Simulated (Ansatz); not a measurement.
# Lu: single point with PBE

Lu:

```
Lu
1.0
    -1.95411    1.95411    1.95411
     1.95411   -1.95411    1.95411
     1.95411    1.95411   -1.95411
Lu
1
Direct
  0.00000 0.00000 0.00000
```

This isn't the form of Lu at room conditions, which is hcp.

```json
{
  "Program": "Ansatz 0.2.0",
  "Task": "single point",
  "Functional": "PBE",
  "Potentials or basis": "Ansatz PAW",
  "Cutoff": "420 eV (not typed: the program's choice for these potentials)",
  "k mesh": "10 × 10 × 10",
  "Occupations": "fermi-dirac, width 0.05 eV",
  "Spin": "no spin polarisation"
}
```

* Pressure: -0.4 GPa
* Band gap on the k mesh: none (metal or under the smearing width)

Levels at points of the mesh, in eV from the Fermi level:
```csv
k point,band 9,band 10,band 11,band 12,band 13,band 14,band 15,band 16
"(0.00, 0.00, 0.00)",-5.12,-5.12,-5.12,-5.10,2.10,2.10,2.10,4.28
"(0.00, 0.00, -0.50)",-5.13,-5.12,-5.11,-2.50,0.40,0.41,4.04,5.01
"(-0.50, -0.50, -0.50)",-5.11,-5.11,-5.11,-1.45,-1.45,5.57,5.57,5.57
```

Run time: 3.4 s on 1 thread of Arm Neoverse N1, with other jobs on the host, peak memory 0.35 GiB.

Spin-orbit coupling is left out, which matters for the levels of Lu.
